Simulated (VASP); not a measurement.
# KCl (F-43m) in VASP: notebook

Runs on KCl. Level: PBE. Tasks: single point, relaxation of cell and atoms.

Everything below comes from runs of VASP 6.6.1. Logs are shortened: lines on timing, memory, paths and dates and some standing lists are left out, and cuts for length are marked.

### 1 The crystal as given

It takes space group F-43m (No. 216, cubic). The conventional cell has a = 7.067 Å, b = 7.067 Å, c = 7.067 Å, α = 90.00°, β = 90.00°, γ = 90.00°. K (site symmetry -43m) is surrounded by 4 Cl at 3.06 Å. Cl (site symmetry -43m) is surrounded by 4 K at 3.06 Å.

The cell was built by a generator and needn't be a form met in nature.

### 2 Single point, PBE

INCAR

```
SYSTEM = KCl
PREC = Accurate
ENCUT = 520
EDIFF = 1E-6
ISMEAR = -1
SIGMA = 0.02
LREAL = .FALSE.
LASPH = .TRUE.
NELM = 100
ALGO = Normal
ISIF = 2
LWAVE = .FALSE.
LCHARG = .TRUE.
GGA = PE
LELF = .TRUE.
LVHAR = .TRUE.
NBANDS = 15
```

KPOINTS

```
Automatic mesh
0
G
  6 6 6
  0 0 0
```

POSCAR

```
KCl
1.0
    0.0000000000      3.5337206842      3.5337206842
    3.5337206842      0.0000000000      3.5337206842
    3.5337206842      3.5337206842      0.0000000000
K Cl
1 1
Direct
    0.0000000000      0.0000000000      0.0000000000
    0.2500000000      0.2500000000      0.2500000000
```

Potentials or basis: VASP PAW PBE potentials, release 64 (K_sv, Cl).

Launch:

```bash
cat potpaw_PBE.64/K_sv/POTCAR potpaw_PBE.64/Cl/POTCAR > POTCAR
mpirun -np 1 vasp_std > vasp.out
```

OUTCAR:

```text
SYSTEM = KCl
   PREC = Accurate
   ENCUT = 520
   EDIFF = 1E-6
   ISMEAR = -1
   LREAL = .FALSE.
   LASPH = .TRUE.
   NELM = 100
   ISIF = 2
   GGA = PE

 ion  position               nearest neighbor table
   1  0.000  0.000  0.000-   2 3.06   2 3.06   2 3.06   2 3.06
   2  0.250  0.250  0.250-   1 3.06   1 3.06   1 3.06   1 3.06

  LATTYP: Found a face centered cubic cell.
 ALAT       =     7.0674413684

  Lattice vectors:

 A1 = (   0.0000000000,   3.5337206842,   3.5337206842)
 A2 = (   3.5337206842,   0.0000000000,   3.5337206842)
 A3 = (   3.5337206842,   3.5337206842,   0.0000000000)

Analysis of symmetry for initial positions (statically):
=====================================================================
 Subroutine PRICEL returns:
 Original cell was already a primitive cell.

 Routine SETGRP: Setting up the symmetry group for a
 face centered cubic supercell.

 Subroutine GETGRP returns: Found 24 space group operations
 (whereof 24 operations were pure point group operations)
 out of a pool of 48 trial point group operations.

The static configuration has the point symmetry T_d .

Analysis of symmetry for dynamics (positions and initial velocities):
=====================================================================
 Subroutine PRICEL returns:
 Original cell was already a primitive cell.

 Routine SETGRP: Setting up the symmetry group for a
 face centered cubic supercell.

 Subroutine GETGRP returns: Found 24 space group operations
 (whereof 24 operations were pure point group operations)
 out of a pool of 48 trial point group operations.

The dynamic configuration has the point symmetry T_d .

 Subroutine INISYM returns: Found 24 space group operations
 (whereof 24 operations are pure point group operations),
 and found     1 'primitive' translations

----------------------------------------------------------------------------------------

                                     Primitive cell

  volume of cell :      88.2524

  direct lattice vectors                    reciprocal lattice vectors
     0.000000000  3.533720684  3.533720684    -0.141493922  0.141493922  0.141493922
     3.533720684  0.000000000  3.533720684     0.141493922 -0.141493922  0.141493922
     3.533720684  3.533720684  0.000000000     0.141493922  0.141493922 -0.141493922

  length of vectors
     4.997435717  4.997435717  4.997435717     0.245074662  0.245074662  0.245074662

  position of ions in fractional coordinates (direct lattice)
     0.000000000  0.000000000  0.000000000
     0.250000000  0.250000000  0.250000000

  ion indices of the primitive-cell ions
   primitive index   ion index
                 1           1
                 2           2

----------------------------------------------------------------------------------------

 KPOINTS: Automatic mesh

Automatic generation of k-mesh.
 Grid dimensions read from file:
 generate k-points for:    6    6    6

 Generating k-lattice:

  Cartesian coordinates                     Fractional coordinates (reciprocal lattice)
    -0.023582320  0.023582320  0.023582320     0.166666667  0.000000000  0.000000000
     0.023582320 -0.023582320  0.023582320     0.000000000  0.166666667  0.000000000
     0.023582320  0.023582320 -0.023582320     0.000000000  0.000000000  0.166666667

  Length of vectors
     0.040845777  0.040845777  0.040845777

  Shift w.r.t. Gamma in fractional coordinates (k-lattice)
     0.000000000  0.000000000  0.000000000

 Subroutine IBZKPT returns following result:
 ===========================================

 Found     16 irreducible k-points:

 Following reciprocal coordinates:
            Coordinates               Weight
  0.000000  0.000000  0.000000      1.000000
  0.166667  0.000000  0.000000      8.000000
  0.333333  0.000000  0.000000      8.000000
  0.500000  0.000000  0.000000      4.000000
  0.166667  0.166667  0.000000      6.000000
  0.333333  0.166667  0.000000     24.000000
[... 8 lines left out ...]
 -0.333333  0.333333  0.166667     24.000000
 -0.333333  0.500000  0.166667     12.000000
   k-points           NKPTS =     16   k-points in BZ     NKDIM =     16   number of bands    NBANDS=     15
   number of dos      NEDOS =    301   number of ions     NIONS =      2
   total plane-waves  NPLWV =  64000
   dimension x,y,z NGX =    40 NGY =   40 NGZ =   40
   dimension x,y,z NGXF=    80 NGYF=   80 NGZF=   80
   ions per type =               1   1
   NGX,Y,Z   is equivalent  to a cutoff of  13.31, 13.31, 13.31 a.u.
   NGXF,Y,Z  is equivalent  to a cutoff of  26.61, 26.61, 26.61 a.u.
 SYSTEM =  KCl
   PREC   = accura    normal or accurate (medium, high low for compatibility)
   ISTART =      0    job   : 0-new  1-cont  2-samecut
   ICHARG =      2    charge: 1-file 2-atom 10-const
   ISPIN  =      1    spin polarized calculation?
   LNONCOLLINEAR =      F non collinear calculations
   LSORBIT =      F    spin-orbit coupling
   LASPH  =      T    aspherical Exc in radial PAW
   ENCUT  =  520.0 eV  38.22 Ry    6.18 a.u.   9.29  9.29  9.29*2*pi/ulx,y,z
   NELM   =    100;   NELMIN=  2; NELMDL= -5     # of ELM steps
   EDIFF  = 0.1E-05   stopping-criterion for ELM
   LREAL  =      F    real-space projection
   EDIFFG = 0.1E-04   stopping-criterion for IOM
   NSW    =      0    number of steps for IOM
   IBRION =     -1    ionic relax: 0-MD 1-quasi-New 2-CG
   NFREE  =      0    steps in history (QN), initial steepest desc. (CG)
   ISIF   =      2    stress and relaxation
   ISYM   =      2    0-nonsym 1-usesym 2-fastsym
   POTIM  = 0.5000    time-step for ionic-motion
   TEBEG  =    0.0;   TEEND  =   0.0 temperature during run
   PSTRESS=    0.0 pullay stress
   NELECT =      16.0000    total number of electrons
   NUPDOWN=      -1.0000    fix difference up-down
   EMIN   =  10.00;   EMAX   =-10.00  energy-range for DOS
   EFERMI =   0.00;   METHOD = LEGACY
   ISMEAR =    -1;   SIGMA  =   0.02  broadening in eV -4-tet -1-fermi 0-gaus
   EFERMI_NEDOS =   21; number of points for ismear=-14 and -15
   IALGO  =     38    algorithm
   IMIX   =      4    mixing-type and parameters
     AMIX     =   0.40;   BMIX     =  1.00
     AMIX_MAG =   1.60;   BMIX_MAG =  1.00
  volume/ion in A,a.u.               =      44.13       297.78
  Fermi-wavevector in a.u.,A,eV,Ry     =   0.926558  1.750941 11.680734  0.858510
  Thomas-Fermi vector in A             =   2.052533
   LORBIT       =      0    0 simple, 1 ext, 2 COOP (PROOUT), +10 PAW based schemes
   GGA     = PE    functional components
   LHFCALC =     F    Hartree Fock is set to
   AEXX    =    0.0000 exact exchange contribution
   IVDW    =     0    specifies the selected vdW correction
   LEPSILON=     F    determine dielectric tensor
   LRPA    =     F    only Hartree local field effects (RPA)
 non-spin polarized calculation
  energy-cutoff  :      520.00
  volume of cell :       88.25
 maximum number of plane-waves:      2421
 NGX is ok and might be reduce to    40
   NGX = 19   NGY = 19   NGZ = 19

 number of electron      15.9999998 magnetization

 Free energy of the ion-electron system (eV)
  ---------------------------------------------------
  ext. energy  EPLUGINS =         0.00000000
  ---------------------------------------------------
  free energy    TOTEN  =        -6.62094520 eV

  energy without entropy =       -6.62094520  energy(sigma->0) =       -6.62094520

 E-fermi :  -2.7499     XC(G=0):  -6.0439

 val. band max:       -3.2626568700   @ k =  -0.3333   0.3333   0.0000
 cond. band min:       1.4662853065   @ k =   0.0000   0.0000   0.0000
 fundamental gap:      4.7289421765
 Fermi energy:        -2.7499185063

 k-point     1 :       0.0000    0.0000    0.0000
  band No.  band energies     occupation
      1     -30.5713      2.00000
      2     -14.9966      2.00000
      3     -14.0643      2.00000
      4     -14.0643      2.00000
      5     -14.0643      2.00000
      6      -3.2945      2.00000
      7      -3.2945      2.00000
      8      -3.2945      2.00000
      9       1.4663      0.00000
     10       6.0609      0.00000
     11       6.0609      0.00000
     12       7.0196      0.00000
     13       7.0196      0.00000
     14       7.0196      0.00000
     15       8.0572      0.00000

 k-point     2 :       0.1667    0.0000    0.0000
  band No.  band energies     occupation
      1     -30.5707      2.00000
      2     -15.0483      2.00000
      3     -14.0667      2.00000
      4     -14.0667      2.00000
      5     -14.0078      2.00000
      6      -3.3869      2.00000
      7      -3.2877      2.00000
      8      -3.2877      2.00000
      9       1.8879      0.00000
     10       5.7985      0.00000
     11       5.7985      0.00000
     12       6.6685      0.00000
     13       7.2607      0.00000
     14       7.3961      0.00000
     15       7.3961      0.00000

 k-point     3 :       0.3333    0.0000    0.0000
  band No.  band energies     occupation
      1     -30.5694      2.00000
      2     -15.1367      2.00000
      3     -14.0714      2.00000
      4     -14.0714      2.00000
      5     -13.9105      2.00000
      6      -3.5337      2.00000
      7      -3.2749      2.00000
      8      -3.2749      2.00000
      9       2.8704      0.00000
     10       5.3195      0.00000
     11       5.6332      0.00000
     12       5.6332      0.00000
     13       7.1647      0.00000
     14       7.2773      0.00000
     15       7.2773      0.00000
[... 199 lines left out ...]
 k-point    15 :      -0.3333    0.3333    0.1667
  band No.  band energies     occupation
      1     -30.5681      2.00000
      2     -15.2081      2.00000
      3     -14.0965      2.00000
      4     -14.0823      2.00000
      5     -13.8036      2.00000
      6      -3.5038      2.00000
      7      -3.4035      2.00000
      8      -3.2663      2.00000
      9       3.6775      0.00000
     10       4.4184      0.00000
     11       5.6638      0.00000
     12       6.1045      0.00000
     13       7.1791      0.00000
     14       7.4051      0.00000
     15       7.8071      0.00000

 k-point    16 :      -0.3333    0.5000    0.1667
  band No.  band energies     occupation
      1     -30.5679      2.00000
      2     -15.2195      2.00000
      3     -14.0949      2.00000
      4     -14.0875      2.00000
      5     -13.7886      2.00000
      6      -3.5574      2.00000
      7      -3.3582      2.00000
      8      -3.2670      2.00000
      9       3.5375      0.00000
     10       4.3824      0.00000
     11       6.3703      0.00000
     12       6.5685      0.00000
     13       6.7423      0.00000
     14       7.0858      0.00000
     15       7.7117      0.00000

------------------------ aborting loop because EDIFF is reached ----------------------------------------

  FORCE on cell =-STRESS in cart. coord.  units (eV):
  Direction    XX          YY          ZZ          XY          YZ          ZX
  --------------------------------------------------------------------------------------
  -------------------------------------------------------------------------------------
  Total        0.0127579      0.0127579      0.0127579     -0.0000000     -0.0000000      0.0000000
  in kB        0.2316128      0.2316128      0.2316128     -0.0000000     -0.0000000      0.0000000
  external PRESSURE =       0.2316128 kB  Pullay stress =       0.0000000 kB

 VOLUME and BASIS-vectors are now :
 -----------------------------------------------------------------------------
  energy-cutoff  :      520.00
  volume of cell :       88.25
      direct lattice vectors                 reciprocal lattice vectors
     0.000000000  3.533720684  3.533720684    -0.141493922  0.141493922  0.141493922
     3.533720684  0.000000000  3.533720684     0.141493922 -0.141493922  0.141493922
     3.533720684  3.533720684  0.000000000     0.141493922  0.141493922 -0.141493922

 POSITION                                       TOTAL-FORCE (eV/Angst)
 -----------------------------------------------------------------------------------
      0.00000      0.00000      0.00000         0.000000      0.000000      0.000000
      1.76686      1.76686      1.76686        -0.000000     -0.000000     -0.000000
 -----------------------------------------------------------------------------------
    total drift:                               -0.000000     -0.000000     -0.000000

  FREE ENERGIE OF THE ION-ELECTRON SYSTEM (eV)
  ---------------------------------------------------
  free  energy   TOTEN  =        -6.6209451960 eV

  energy  without entropy=       -6.6209451960  energy(sigma->0) =       -6.62094520
```

Run time: 28 s. Hardware: 1 thread of Intel Xeon Platinum 8488C (Sapphire Rapids), shared host; peak memory 0.24 GiB.

What came out:

```yaml
Free_energy: -6.6209 eV
Pressure: 0.0 GPa
Band_gap_on_the_k_mesh: 4.73 eV, indirect (least direct gap 4.76 eV)
```

Levels at points of the mesh, in eV from the valence-band top:
```tsv
k point	band 5	band 6	band 7	band 8	band 9	band 10	band 11	band 12
(0.00, 0.00, 0.00)	-10.80	-0.03	-0.03	-0.03	4.73	9.32	9.32	10.28
(0.50, 0.00, 0.00)	-10.60	-0.33	-0.01	-0.01	7.22	7.33	8.90	8.90
(0.50, 0.50, 0.00)	-10.53	-0.39	0.00	0.00	6.66	7.65	9.71	10.21
```

A k mesh can miss the band edges. As with any semilocal functional, this PBE gap is likely too small.

### 3 Relaxation of cell and atoms, PBE

This run uses another cell than the first one, of 35.24 Å³/atom, 0.799 times its volume.

INCAR

```
ALGO     = Fast           # electronic algorithm
EDIFF    = 1E-6           # SCF threshold, eV
EDIFFG   = -0.005         # ionic threshold
ENCUT    = 600            # plane-wave cutoff, eV
GGA      = PE             # functional
IBRION   = 2              # ionic algorithm
ISIF     = 3              # what is computed and relaxed
ISMEAR   = -1             # smearing method
LASPH    = T              # aspherical terms in the spheres
LCHARG   = F              # write CHGCAR
LREAL    = F              # projectors in reciprocal space
LWAVE    = F              # write WAVECAR
NELM     = 100            # most SCF steps
NSW      = 80             # ionic steps
PREC     = Accurate       # precision mode
SIGMA    = 0.02           # smearing width, eV
```

KPOINTS

```
k-points
0
Gamma
  6 6 6
```

POSCAR

```
KCl
1.0
    0.0000000000      3.2786567087      3.2786567087
    3.2786567087      0.0000000000      3.2786567087
    3.2786567087      3.2786567087      0.0000000000
K Cl
1 1
Direct
    0.0000000000      0.0000000000      0.0000000000
    0.2500000000      0.2500000000      0.2500000000
```

Potentials or basis: VASP PAW PBE potentials, release 64 (K_sv, Cl).

Launch:

```bash
cat potpaw_PBE.64/K_sv/POTCAR potpaw_PBE.64/Cl/POTCAR > POTCAR
mpirun -np 1 vasp_std > vasp.out
```

Run time: 2 min. Hardware: 1 thread of Intel Xeon Platinum 8488C (Sapphire Rapids), shared host; peak memory 0.25 GiB.

The run converged. Its results:

* Free energy: -6.6189 eV
* Relaxed volume: 44.25 Å³/atom
* Relaxed cell: a = 5.002 Å, b = 5.002 Å, c = 5.002 Å, α = 60.00°, β = 60.00°, γ = 60.00°
* Space group after relaxing (to 0.05 Å): F-43m (No. 216)
* Energy gained by relaxing: 98.4 meV/atom
* Ionic steps: 5
* Pressure after relaxing: 0.0 GPa
* Band gap on the k mesh: 4.72 eV, indirect (least direct gap 4.75 eV)

Step by step:
| step | energy change (eV) | largest force (eV/Å) | pressure (GPa) | volume (Å³) |
| --- | --- | --- | --- | --- |
| 1 | 0.0000 | 0.0000 | 4.34 | 70.49 |
| 2 | -0.1684 | 0.0000 | 1.29 | 80.69 |
| 3 | -0.1950 | 0.0000 | 0.29 | 86.31 |
| 4 | -0.1968 | 0.0000 | 0.04 | 88.13 |
| 5 | -0.1969 | 0.0000 | 0.00 | 88.51 |

Final structure:
```yaml
crystal:
  lattice:
    - [0.00000, 3.53709, 3.53709]
    - [3.53709, 0.00000, 3.53709]
    - [3.53709, 3.53709, 0.00000]
  atoms:
    - { symbol: K, position: [0.00000, 0.00000, 0.00000] }
    - { symbol: Cl, position: [0.25000, 0.25000, 0.25000] }
```

Levels at points of the mesh, in eV from the valence-band top:
| k point | band 6 | band 7 | band 8 | band 9 | band 10 | band 11 |
| --- | --- | --- | --- | --- | --- | --- |
| (0.00, 0.00, 0.00) | -0.03 | -0.03 | -0.03 | 4.72 | 9.32 | 9.32 |
| (0.50, 0.00, 0.00) | -0.33 | -0.01 | -0.01 | 7.21 | 7.32 | 8.90 |
| (0.50, 0.50, 0.00) | -0.38 | 0.00 | 0.00 | 6.65 | 7.65 | 9.73 |

Caveat: the volume moved by over 15 % at a fixed basis, so the end points are rough.
